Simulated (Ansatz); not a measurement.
BaSnO3:
```xyz
5
Lattice="4.1760 0.0000 0.0000 0.0000 4.1760 0.0000 0.0000 0.0000 4.1760" Properties=species:S:1:pos:R:3 pbc="T T T"
Ba     2.0880     2.0880     2.0880
Sn     0.0000     0.0000     0.0000
O      0.0000     2.0880     0.0000
O      2.0880     0.0000     0.0000
O      0.0000     0.0000     2.0880
```

The program Ansatz at the PBE level (PAW) gives a gap of 0.48 eV without spin–orbit coupling, maximum at R, minimum at Γ.

Q: What happens when spin–orbit coupling is switched on?

A: The gap hardly moves, to 0.48 eV; maximum at R, minimum at Γ.

Q: Give the electron effective mass with spin–orbit coupling.

A: 0.13 mₑ (isotropic).

Q: Give the Z2 indices of the occupied bands with spin–orbit coupling.

A: 0;(000).

Space group Pm-3m (cubic perovskite). Symmetry was held in the PBE relaxation. At this level the phase is dynamically unstable (imaginary phonons).

Potentials: the later of the program's two PAW sets.
